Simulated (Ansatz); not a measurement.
The system is Mo.

```
CELL_PARAMETERS angstrom
-1.58381 1.58381 1.58381
1.58381 -1.58381 1.58381
1.58381 1.58381 -1.58381
ATOMIC_POSITIONS crystal
Mo 0.00000 0.00000 0.00000
```

Program: Ansatz 0.2.0. Alike in all runs: potentials or basis all-electron LAPW, scalar-relativistic; no spin polarisation; cell as given; k mesh 12 × 12 × 12; basis error allowed 0.001 eV/atom.

Order these runs on this cell by their pressure, lowest first.
A. level PBEsol; cutoff (eV) 249; smearing fermi-dirac 0.05 eV
B. level PBE; cutoff (eV) 249; smearing gaussian 0.023 eV
C. level BLYP; cutoff (eV) 248; smearing fermi-dirac 0.05 eV

A (-9.6 GPa), B (-1.9 GPa), C (8.0 GPa).
